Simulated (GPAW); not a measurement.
Here is a GPAW 26.7.0 calculation.

run.py

```python
from ase.dft.bandgap import bandgap
from ase.io import read, write
from ase.units import GPa
from gpaw import GPAW, PW

atoms = read('POSCAR')

calc = GPAW(mode=PW(600),
            xc='PBE',
            kpts={'size': (8, 8, 5), 'gamma': True},
            occupations={'name': 'methfessel-paxton', 'order': 0, 'width': 0.018000000000000002},
            nbands=24,
            convergence={'density': 1e-05, 'energy': 1e-05},
            maxiter=150,
            txt='gpaw.txt')
atoms.calc = calc
energy = atoms.get_potential_energy()
forces = atoms.get_forces()
stress = atoms.get_stress()
calc.write('gs.gpw')
write('result.traj', atoms)
print(f'Energy: {energy:.6f} eV')
print('Forces (eV/A):')
print(forces.round(4))
print('Stress (GPa):', (stress / GPa).round(3))
print('Fermi level:', round(calc.get_fermi_level(), 4), 'eV')
print(f'Gap: {bandgap(calc)[0]:.4f} eV, direct: {bandgap(calc, direct=True)[0]:.4f} eV')
```

POSCAR

```
ZrS2
1.0
    3.6913825498      0.0000000000      0.0000000000
   -1.8456912749      3.1968310632      0.0000000000
    0.0000000000      0.0000000000      6.0410770100
Zr S
1 2
Direct
    0.0000000000      0.0000000000      0.0000000000
    0.3333333333      0.6666666667      0.2379099700
    0.6666666667      0.3333333333      0.7620900300
```

Potentials or basis: GPAW PAW data sets (gpaw-data 1.2.1), pw.

The run is started by

```console
$ OMP_NUM_THREADS=1 python run.py
```

Task: What does it give for the band gap on the k mesh?

Result: 1.05 eV, indirect (least direct gap 1.63 eV).

Task: Estimate the pressure.

Result: 0.2 GPa.

Stress tensor (GPa, compression positive):
```
-0.19  0.00  0.00
 0.00 -0.19  0.00
 0.00  0.00  0.92
```

Caveat: an odd mesh through Γ misses points on the zone boundary, where band edges often lie; this functional lacks dispersion, which binds the layers, so the pressure and a relaxed spacing across them are unreliable.

The gap isn't set beside the measured one, since this odd mesh misses points on the zone boundary.
